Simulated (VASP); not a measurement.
Write the native input for VASP 6.6.1 that does the following.

```
Task                   : band structure
Functional             : PBE
Potentials or basis    : VASP PAW PBE potentials, release 64 (Zn, S)
Cutoff                 : 520 eV
k mesh                 : 4 × 4 × 4
Occupations            : gaussian, width 0.02 eV
Spin                   : no spin polarisation
Further INCAR settings : ALGO = Normal; EDIFF = 1e-07; NBANDS = 16
```

The structure of ZnS lies in POSCAR:

```
ZnS                                     
1.0
   -0.0000000000      2.7274624574      2.7274624574
    2.7274624574      0.0000000000      2.7274624574
    2.7274624574      2.7274624574      0.0000000000
  Zn              S             
     1     1
Direct
     0.2500000000000000    0.2500000000000000    0.2500000000000000
     0.0000000000000000    1.0000000000000000    1.0000000000000000
```

The input as run:

INCAR

```
SYSTEM = ZnS
  ALGO = Normal
  EDIFF = 1E-7
  ENCUT = 520
  GGA = PE
  ISIF = 2
  ISMEAR = 0
  LASPH = .TRUE.
  LCHARG = .FALSE.
  LREAL = .FALSE.
  LWAVE = .FALSE.
  NBANDS = 16
  NELM = 80
  PREC = Accurate
  SIGMA = 0.02
```

KPOINTS

```
k-points
0
G
  4 4 4
  0 0 0
```

KPOINTS_OPT

```
path GXWKGLUWLK,UX
20
line-mode
reciprocal
 0.0000000000  0.0000000000  0.0000000000  G
 0.5000000000  0.0000000000  0.5000000000  X

 0.5000000000  0.0000000000  0.5000000000  X
 0.5000000000  0.2500000000  0.7500000000  W

 0.5000000000  0.2500000000  0.7500000000  W
 0.3750000000  0.3750000000  0.7500000000  K

 0.3750000000  0.3750000000  0.7500000000  K
 0.0000000000  0.0000000000  0.0000000000  G

 0.0000000000  0.0000000000  0.0000000000  G
 0.5000000000  0.5000000000  0.5000000000  L

 0.5000000000  0.5000000000  0.5000000000  L
 0.6250000000  0.2500000000  0.6250000000  U

 0.6250000000  0.2500000000  0.6250000000  U
 0.5000000000  0.2500000000  0.7500000000  W

 0.5000000000  0.2500000000  0.7500000000  W
 0.5000000000  0.5000000000  0.5000000000  L

 0.5000000000  0.5000000000  0.5000000000  L
 0.3750000000  0.3750000000  0.7500000000  K

 0.6250000000  0.2500000000  0.6250000000  U
 0.5000000000  0.0000000000  0.5000000000  X
```

Potentials or basis: VASP PAW PBE potentials, release 64 (Zn, S).

The run is started by

```bash
$ cat potpaw_PBE.64/Zn/POTCAR potpaw_PBE.64/S/POTCAR > POTCAR
$ mpirun -np 1 vasp_std > vasp.out
```

Results of the run:

The pressure is 0.0 GPa. The band gap on the k mesh is 1.98 eV, direct and the band gap along the path is 1.98 eV, direct.

Caveat: the k mesh is coarse (spacing up to 0.50 Å⁻¹), so the values aren't converged.

Wall time 64 s on 1 thread of AMD EPYC 7R13 Processor (Zen 3) (shared host), peak memory 0.14 GiB.
